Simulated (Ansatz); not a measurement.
## AlNi under changes of volume

One of the cells (11.956 Å³/atom); the others are scaled copies at fixed shape and fractional positions:

```
Ni Al
1.0
     2.88100    0.00000    0.00000
     0.00000    2.88100    0.00000
     0.00000    0.00000    2.88100
Ni Al
1 1
Direct
  0.50000 0.50000 0.50000
  0.00000 0.00000 0.00000
```

| Property | Result |
| --- | --- |
| Program | Ansatz 0.2.0 |
| Functional | r2SCAN |
| Potentials or basis | Ansatz PAW |
| Cutoff | 500 eV (not typed: the program's choice for these potentials) |
| k mesh | 9 × 9 × 9 |
| Occupations | fermi-dirac, width 0.05 eV |
| Spin | collinear spin, ferromagnetic start |
| Starting moments | [1.0, 0.0] μB |

```csv
volume (Å³/atom),energy over the lowest point (meV/atom),pressure (GPa)
11.239,12.20,8.3
11.478,3.07,4.0
11.717,0.00,0.2
11.956,2.36,-3.2
12.196,?,?
12.435,21.20,-9.1
12.674,36.74,-11.6
```

What does the run at 12.196 Å³/atom give?

Energy over the lowest point 9.59 meV/atom; pressure -6.3 GPa.

Worked out: A Birch-Murnaghan fit of order 3 (a polynomial in V^(-2/3)) to the other rows has its minimum at 11.73 Å³/atom with B0 = V·E''(V) = 177 GPa and B' = 4.3. It gives 9.61 meV/atom at 12.196 Å³/atom, against the run's 9.59, and -dE/dV = -6.4 GPa, against -6.3.

Energies are extrapolated to zero smearing.

Caveats: the magnetic or orbital state may not be the lowest; the PAW data sets come from PBE, with cores solved anew for the run's functional, which leaves a small shift of forces and pressure; the starting moments weren't kept.
